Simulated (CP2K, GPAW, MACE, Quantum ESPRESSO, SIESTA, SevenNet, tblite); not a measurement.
## CP2K runs on hcp Mg, size series (64 atoms)

How near does CP2K come to plane waves for hcp Mg, size series (64 atoms)?

Main program and level: CP2K 2026.2; the method is named at each step.

## 1. The starting structure

The cell holds 64 atoms: 64 Mg. Its edges and angles: a = 12.836 Å, b = 12.836 Å, c = 10.422 Å, α = 90.0°, β = 90.0°, γ = 120.0°. It derives from Mg (hcp), repeated 4×4×2. Hcp Mg (a = 3.209 Å, c = 5.211 Å), 4 x 4 x 2 conventional cells; every coordinate displaced by a Gaussian of 0.05 Å. Then every atom was moved at random, 0.03 Å r.m.s. a Cartesian component.

The yardstick, on the same geometry:

- method: Kohn-Sham DFT, PBE, SSSP efficiency 1.3.0 pseudopotentials, plane waves (Quantum ESPRESSO 7.5); sssp-pbe-1.3.0-efficiency, cutoffs 45/360 Ry, Γ point
- r.m.s. force component: 0.1781 eV/Å
- longest force: 0.7395 eV/Å
- pressure: -0.493 GPa
- time: 46 s on 4 MPI ranks of Arm Neoverse V2, shared host
- CPU time: 3 min

## 2. PBE, DZVP-UZH, 600/50 Ry, diagonalisation

Method: Kohn-Sham DFT, PBE, GTH-PBE pseudopotentials, Gaussian and plane waves, DZVP-MOLOPT (UZH set), diagonalisation.

Contents of input.inp:

```
&GLOBAL
  PROJECT cell
  RUN_TYPE ENERGY_FORCE
  PRINT_LEVEL LOW
&END GLOBAL
&FORCE_EVAL
  METHOD QS
  STRESS_TENSOR ANALYTICAL
  &DFT
    BASIS_SET_FILE_NAME BASIS_MOLOPT_UZH
    POTENTIAL_FILE_NAME POTENTIAL_UZH
    &MGRID
      CUTOFF 600
      REL_CUTOFF 50
      NGRIDS 5
    &END MGRID
    &QS
      EPS_DEFAULT 1.0E-12
    &END QS
    &SCF
      SCF_GUESS ATOMIC
      EPS_SCF 5.0E-06
      MAX_SCF 200
      ADDED_MOS 48
      &DIAGONALIZATION
        ALGORITHM STANDARD
      &END DIAGONALIZATION
      &SMEAR ON
        METHOD FERMI_DIRAC
        ELECTRONIC_TEMPERATURE [K] 580
      &END SMEAR
      &MIXING
        METHOD BROYDEN_MIXING
        ALPHA 0.15
        NBROYDEN 12
      &END MIXING
      &PRINT
        &RESTART OFF
        &END RESTART
      &END PRINT
    &END SCF
    &XC
      &XC_FUNCTIONAL PBE
      &END XC_FUNCTIONAL
    &END XC
    &PRINT
      &MULLIKEN ON
      &END MULLIKEN
      &HIRSHFELD ON
        SHAPE_FUNCTION DENSITY
      &END HIRSHFELD
      &MO ON
        EIGENVALUES T
        OCCUPATION_NUMBERS T
        MO_INDEX_RANGE 309 332
        &EACH
          QS_SCF 0
        &END EACH
        ADD_LAST NUMERIC
      &END MO
    &END PRINT
  &END DFT
  &SUBSYS
    &CELL
      A 12.83600 0.00000 0.00000
      B -6.41800 11.11630 0.00000
      C 0.00000 0.00000 10.42200
    &END CELL
    &COORD
      Mg 6.36967 11.05727 0.07754
      Mg -0.05532 1.80240 2.58924
      Mg 6.43116 11.06661 5.24445
      Mg 0.07381 1.75304 7.92041
      Mg 11.16668 2.81220 0.05461
      Mg -1.61445 4.63917 2.53807
      Mg -1.57799 2.76451 5.08354
      Mg -1.55341 4.54746 7.66173
      Mg 9.64394 5.49368 10.32018
      Mg -3.30694 7.31230 2.59633
      Mg -3.19488 5.58861 5.22705
      Mg -3.18288 7.33931 7.89289
      Mg -4.71652 8.34134 0.09859
      Mg -4.81459 10.15441 2.62530
      Mg 7.97404 8.30332 5.31689
      Mg -4.74810 10.19154 7.81827
      Mg -3.24712 11.10274 10.39157
      Mg 3.12056 1.84531 2.56277
      Mg 3.31522 0.05725 5.25133
      Mg 3.18763 1.93857 7.87914
      Mg 1.55271 2.75051 10.38302
      Mg 1.63049 4.57247 2.65417
      Mg 1.54289 2.65969 5.19808
      Mg 1.57241 4.61771 7.73437
      Mg 0.02195 5.58705 10.35603
      Mg 0.00359 7.41413 2.65719
      Mg -0.04884 5.59161 5.14701
      Mg -0.01406 7.28129 7.83026
      Mg -1.65148 8.27542 10.39459
      Mg -1.57485 10.20343 2.68148
      Mg -1.56952 8.33578 5.15806
      Mg -1.56554 10.18487 7.76585
      Mg 0.06572 11.08273 0.09265
      Mg 6.42949 1.84808 2.64406
      Mg 0.03960 11.04015 5.22101
      Mg 6.41415 1.88043 7.71134
      Mg 4.78911 2.73639 0.02741
      Mg 4.74483 4.57102 2.71170
      Mg 4.76068 2.75251 5.08958
      Mg 4.77486 4.56680 7.67539
      Mg 3.21105 5.55415 10.36197
      Mg 3.17601 7.47905 2.54349
      Mg 3.19135 5.48289 5.20099
      Mg 3.14065 7.40757 7.79326
      Mg 1.61862 8.33500 0.07202
      Mg 1.55739 10.17564 2.55568
      Mg 1.67439 8.28153 5.19214
      Mg 1.73793 10.09771 7.86111
      Mg 3.18230 11.05071 0.02793
      Mg 9.52155 1.93324 2.64052
      Mg 9.69587 0.05036 5.17192
      Mg 9.63406 1.86754 7.76272
      Mg 8.07461 2.71149 10.37604
      Mg 8.02552 4.67340 2.60102
      Mg 8.12904 2.87001 5.27207
      Mg 8.07449 4.70397 7.91645
[... 4 atom lines left out ...]
      Mg 4.76305 8.31877 0.14226
      Mg 4.88147 10.16152 2.52275
      Mg 4.80368 8.38714 5.26384
      Mg 4.77499 10.19053 7.78430
    &END COORD
    &KIND Mg
      BASIS_SET DZVP-MOLOPT-PBE-GTH-q10
      POTENTIAL GTH-PBE-q10
    &END KIND
  &END SUBSYS
  &PRINT
    &FORCES ON
    &END FORCES
    &STRESS_TENSOR ON
    &END STRESS_TENSOR
  &END PRINT
&END FORCE_EVAL
```

Launch:

```sh
$ OMP_NUM_THREADS=1 mpirun -np 4 cp2k.psmp -i input.inp > output.txt
```

Numbers of over 12 decimals in the logs are rounded to 6 here.

Log:

```text
CP2K| version string:                                       CP2K version 2026.2
 CP2K| Input file name                                                 input.inp
 GLOBAL| Basis set file name                                    BASIS_MOLOPT_UZH
 GLOBAL| Potential file name                                       POTENTIAL_UZH
 GLOBAL| Run type                                                   ENERGY_FORCE
 GLOBAL| Total number of message passing processes                             4
 GLOBAL| Number of threads for this process                                    1
 TOTAL NUMBERS AND MAXIMUM NUMBERS
  Total number of            - Atomic kinds:                                   1
                             - Atoms:                                         64
                             - Shell sets:                                    64
                             - Shells:                                       320
                             - Primitive Cartesian functions:                448
                             - Cartesian basis functions:                    576
                             - Spherical basis functions:                    576
  Maximum angular momentum of- Orbital basis functions:                        1
                             - Local part of the GTH pseudopotential:          2
                             - Non-local part of the GTH pseudopotential:      1
 SCF PARAMETERS         Density guess:                                    ATOMIC
                        max_scf:                                             200
                        eps_scf:                                        5.00E-06
                        added MOs                                        48    0
                        Mixing method:                            BROYDEN_MIXING
                                                charge density mixing in g-space
                        Smear method:                                FERMI_DIRAC
                        Electronic temperature [K]:                        580.0
                        Electronic temperature [a.u.]:                  1.84E-03
                        Accuracy threshold:                             1.00E-10
 Extrapolation method: initial_guess
 Number of electrons:                                                        640
 Number of occupied orbitals:                                                320
 Number of molecular orbitals:                                               368
 Number of orbital functions:                                                576
 Number of independent orbital functions:                                    576
 SCF WAVEFUNCTION OPTIMIZATION
  Step     Update method      Time    Convergence         Total energy    Change
     1 NoMix/Diag. 0.15E+00    2.7     0.54727233     -4061.8246674896 -4.06E+03
     2 Broy./Diag. 0.15E+00    4.5     0.01013216     -4050.8285841940  1.10E+01
     3 Broy./Diag. 0.15E+00    4.5     0.04853156     -4053.7442979926 -2.92E+00
     4 Broy./Diag. 0.15E+00    4.5     0.01294821     -4052.7505293663  9.94E-01
[...]
13 Broy./Diag. 0.15E+00    4.6     0.00000608     -4052.7950271232  8.66E-05
    14 Broy./Diag. 0.15E+00    4.6     0.00000151     -4052.7950152274  1.19E-05
  *** SCF run converged in    14 steps ***
  Electronic density on regular grids:       -640.0000047956       -0.0000047956
  Core density on regular grids:              640.0000000000       -0.0000000000
  Total charge density on r-space grids:       -0.0000047957
  Total charge density g-space grids:          -0.0000047957
  Overlap energy of the core charge distribution:               0.000000
  Self energy of the core charge distribution:              -9369.643302
  Core Hamiltonian energy:                                   2767.618434
  Hartree energy:                                            3100.177116
  Exchange-correlation energy:                               -550.931209
  Electronic entropic energy:                                  -0.016054
  Fermi energy:                                                 0.177082
  Total energy:                                             -4052.795015
  Total energy (extrapolated to T->0):                      -4052.786988
 MO| EIGENVALUES AND OCCUPATION NUMBERS
 MO|
 MO|  Index      Eigenvalue [a.u.]        Eigenvalue [eV]             Occupation
 MO|    309               0.142412               3.875233               2.000000
 MO|    310               0.162912               4.433072               1.999108
 MO|    311               0.164267               4.469937               1.998136
[...]
MO|    331               0.230360               6.268419               0.000000
 MO|    332               0.232298               6.321163               0.000000
 MO| Sum:                                                             640.000000
 MO| E(Fermi):            0.177082 a.u.          4.818659 eV
 !-----------------------------------------------------------------------------!
                     Mulliken Population Analysis
 #  Atom  Element  Kind  Atomic population                           Net charge
       1     Mg       1          9.998065                              0.001935
       2     Mg       1         10.003367                             -0.003367
       3     Mg       1         10.009551                             -0.009551
[...]
63     Mg       1         10.002577                             -0.002577
      64     Mg       1         10.002380                             -0.002380
 # Total charge                            640.000000                  0.000000
 !-----------------------------------------------------------------------------!
 !-----------------------------------------------------------------------------!
                           Hirshfeld Charges
  #Atom  Element  Kind  Ref Charge     Population                    Net charge
      1       Mg     1      10.000          9.999                         0.001
      2       Mg     1      10.000         10.001                        -0.001
      3       Mg     1      10.000         10.003                        -0.003
[...]
63       Mg     1      10.000         10.003                        -0.003
     64       Mg     1      10.000         10.003                        -0.003
  Total Charge                                                           -0.000
 !-----------------------------------------------------------------------------!
 ENERGY| Total FORCE_EVAL ( QS ) energy [hartree]          -4052.795027
 FORCES| Atomic forces [hartree/bohr]
 FORCES|   Atom     x               y               z               |f|
 FORCES|      1 -2.19248453E-03  1.28915327E-02 -2.80809218E-02   3.09763906E-02
 FORCES|      2 -1.12859237E-03  4.86238349E-03  2.15951045E-02   2.21644994E-02
 FORCES|      3 -3.05984070E-03  2.62805993E-03 -2.97675043E-02   3.00395346E-02
[...]
FORCES|     63 -1.16912768E-02  1.12723354E-03  5.91257022E-03   1.31497185E-02
 FORCES|     64  1.13387625E-02 -4.20052961E-04  3.52202257E-02   3.70028144E-02
 FORCES| Sum    -7.63157140E-03  3.72908642E-02  2.31922819E-01
 FORCES| Total atomic force                                       2.35025623E-01
 STRESS| Analytical stress tensor [bar]
 STRESS|                        x                   y                   z
 STRESS|      x        1.42067659649E+04  -4.88319911995E+03   4.50098541192E+02
 STRESS|      y       -4.88319911995E+03   8.30929170632E+03  -5.77978628122E+02
 STRESS|      z        4.50098541192E+02  -5.77978628122E+02   1.45285540138E+04
 STRESS| 1/3 Trace                                             1.23482038950E+04
```

The job ended after 72 s (4 MPI ranks of Arm Neoverse V2, shared host; peak memory 5.9 GiB).

Banners, paths, timers and routine set-up lines are dropped from the logs unmarked, and long logs keep their key lines alone; longer cuts are marked.

Against the reference:

| Property | Result |
| --- | --- |
| r.m.s. force component | 0.9869 eV/Å |
| r.m.s. difference of force components | 978.7 meV/Å |
| longest difference of force vectors | 3906 meV/Å |
| force difference over r.m.s. force | 549.6 % |
| slope of forces against the reference's | 0.7552 |
| correlation of force components | 0.1366 |
| pressure | 1.235 GPa |
| pressure difference | 1.728 GPa |

This is a coarse setting, run to see what it loses.

A closer look about Mg50, picked at random: 13 atoms, nearest first, numbered in the order of the input, with positions taken from that point.

| atom | x | y | z | distance (Å) | bonds | Hirshfeld charge (e) | Fx | Fy | Fz (eV/Å) |
| --- | --- | --- | --- | --- | --- | --- | --- | --- | --- |
| Mg50 | 0.00 | 0.00 | 0.00 | 0.00 | 12 | 0.00 | -0.91 | 0.23 | 0.70 |
| Mg34 | -3.09 | -0.09 | 0.00 | 3.09 | 12 | 0.00 | 0.57 | -0.29 | 2.81 |
| Mg7 | 1.74 | 0.83 | 2.44 | 3.11 | 12 | 0.00 | -0.90 | 0.64 | 0.04 |
| Mg55 | -1.39 | 0.94 | 2.63 | 3.12 | 12 | 0.01 | 1.41 | -0.49 | 0.32 |
| Mg54 | -1.50 | 2.74 | -0.04 | 3.12 | 12 | 0.00 | 0.17 | -0.38 | 0.24 |
| Mg53 | -1.45 | 0.78 | -2.69 | 3.15 | 12 | -0.01 | -0.43 | -0.05 | -1.70 |
| Mg51 | 0.17 | -1.88 | 2.53 | 3.16 | 12 | 0.00 | -0.75 | 0.33 | -3.10 |
| Mg5 | 1.65 | 0.88 | -2.59 | 3.19 | 12 | 0.00 | 0.51 | -0.71 | 0.20 |
| Mg6 | 1.70 | 2.71 | -0.10 | 3.20 | 12 | 0.00 | 0.02 | -0.10 | 0.05 |
| Mg2 | 3.26 | -0.13 | -0.05 | 3.26 | 12 | 0.00 | -0.06 | 0.25 | 1.11 |
| Mg46 | -1.55 | -2.87 | -0.08 | 3.26 | 12 | 0.00 | -0.10 | 0.46 | -0.91 |
| Mg49 | 0.08 | -2.00 | -2.61 | 3.29 | 12 | 0.00 | 0.99 | -0.45 | -3.90 |
| Mg62 | 1.78 | -2.89 | -0.12 | 3.39 | 12 | 0.00 | -0.33 | 0.44 | 1.66 |

Forces lie 550 % from the reference's, at 1.6 times its CPU time.

The forces add up to 12 eV/Å instead of zero, usually a sign of too coarse a grid.

## 3. Outcome

```json
{"force difference from the reference": "CP2K PBE, DZVP-UZH, 600/50 Ry, diagonalisation (coarse), 550 %", "its CPU time": "4.8 min"}
```

**Reading.** Runs with settings chosen to be coarse differ by 550 % (CP2K PBE, DZVP-UZH, 600/50 Ry, diagonalisation), their programs' other errors included. In pressure, CP2K PBE, DZVP-UZH, 600/50 Ry, diagonalisation misses by +1.7 GPa, at the same functional. The potentials hold different valence shells: 128 electrons in the reference, 640 in CP2K with DZVP-UZH; this bears on time and differences. The reference's pressure holds the uncorrected Pulay stress of its 45 Ry basis, so small pressure differences, and their order, may be the reference's own error. The electronic-structure runs sample only Γ, in a cell whose shortest periodic width is 10 Å, which is coarse for a cell with partly filled levels.

[Also dropped from logs without a mark: logging warnings of Python, and SIESTA's first energy breakdown and zero terms.]

[Logs are printed without paths, hosts, clocks, repeated set-up lines and the standing remarks that a program may print on its own settings, such as how far it seeks lower states.]

[Hosts, paths, dates, database ids (printed as entryN), source tags and the programs' standing remarks are cut or masked in the printed files.]
